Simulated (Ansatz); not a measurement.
We consider zinc-blende InN (metastable phase), described by PBE-D3(BJ) in Ansatz (plane waves, PAW).

Settings: plane-wave cutoff 520 eV, 24×24×24 k mesh, Fermi–Dirac smearing 0.05 eV, perturbation theory, scalar-relativistic PAW data made under PBE.

Computed at the level's own relaxed cell.

Harmonic phonon frequencies (cm⁻¹; i marks an imaginary mode; at Γ without the LO shift):

| q point | frequencies |
|---|---|
| Γ | (withheld) |
| X | 113 113 227 505 505 557 |
| L | 79 79 222 473 473 562 |
| W | (withheld) |

**Question.** Fill in the missing entries.

**Answer.** 
- Γ, frequencies: 0 0 0 448 448 448
- W, frequencies: 126 148 199 512 528 545

No imaginary mode appears at these points.

Note: the solid has no gap at this level, which affects its response; the dispersion coefficients are held fixed in the derivatives.

Ansatz is a program for electronic structure.
